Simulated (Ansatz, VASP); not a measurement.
**LiH: VASP beside Ansatz**

Contents of POSCAR:

```
LiH
1.0
   -0.0218802445      2.1451220099      2.1451220099
    2.1451220099     -0.0218802445      2.1451220099
    2.1232417654      2.1232417654      0.0000000000
Li H
1 1
Direct
   -0.0016352667     -0.0016352667      0.0016352667
    0.2516352667      0.2516352667      0.2483647333
```

File INCAR.step1:

```
SYSTEM = LiH
ALGO = Normal
EDIFF = 1E-4
ENCUT = 520
GGA = PE
ISMEAR = 0
LASPH = .TRUE.
LCHARG = .FALSE.
LREAL = .FALSE.
LWAVE = .TRUE.
NBANDS = 9
NELM = 100
PREC = Accurate
SIGMA = 0.01
```

File INCAR.step2:

```
SYSTEM = LiH
ALGO = Normal
EDIFF = 1E-6
ENCUT = 520
ISIF = 2
ISMEAR = 0
ISTART = 1
LASPH = .TRUE.
LCHARG = .FALSE.
LMIXTAU = .TRUE.
LREAL = .FALSE.
LWAVE = .FALSE.
METAGGA = R2SCAN
NBANDS = 9
NELM = 100
PREC = Accurate
SIGMA = 0.01
```

The input KPOINTS:

```
k-points
0
G
  10 10 10
  0 0 0
```

Input for Ansatz:

```yaml
crystal:
  lattice:
    - [-0.0218802445, 2.1451220099, 2.1451220099]
    - [2.1451220099, -0.0218802445, 2.1451220099]
    - [2.1232417654, 2.1232417654, 0.0]
  atoms:
    - { symbol: Li, position: [-0.0016352667, -0.0016352667, 0.0016352667] }
    - { symbol: H, position: [0.2516352667, 0.2516352667, 0.2483647333] }
kpoints:
  mp_grid: { grid: [10, 10, 10] }
  band_path:
    path:
      - [0.0, 0.0, 0.0]
      - [-0.5, -0.5, 0.0]
      - [-0.375, -0.375, 0.25]
      - [-0.375, 0.0, 0.375]
      - [0.0, 0.0, 0.5]
      - [-0.5, -0.25, 0.25]
      - [-0.15, -0.075, 0.425]
    npoints: 1
hamiltonian:
  xc: r2scan
scf:
  occupations: { method: fixed }
  n_extra_bands: 4
output:
  forces: true
  stress: true
  eigenvalues: true
```

Change from the starting cell: shear_xy strain -2.0%.

Alike in both runs: task single point; functional r2SCAN; k mesh 10 × 10 × 10; no spin polarisation.

|  | VASP | Ansatz |
| --- | --- | --- |
| version | VASP 6.6.1 | Ansatz 0.2.0 |
| potentials or method | VASP PAW PBE potentials, release 64 (Li_sv, H) | plane waves, PAW |
| plane-wave cutoff (eV) | 520 | 500 |
| occupations | gaussian, width 0.01 eV | fixed |
| valence electrons in the cell | 4 | 4 |

Ansatz gave:

```
gap on the k mesh at the Fermi level (eV) : 4.72
rms of the force components (eV/Å)        : 0.000
```

Problem. What did VASP give for the same quantities?

Solution. gap on the k mesh at the Fermi level (eV): 4.78; rms of the force components (eV/Å): 0.008.

Atom by atom the forces differ by 0.009 eV/Å (rms over components).

Caveats: the PAW data sets were made with another functional, which shifts forces and pressure a little (VASP). A k mesh can miss the band edges.
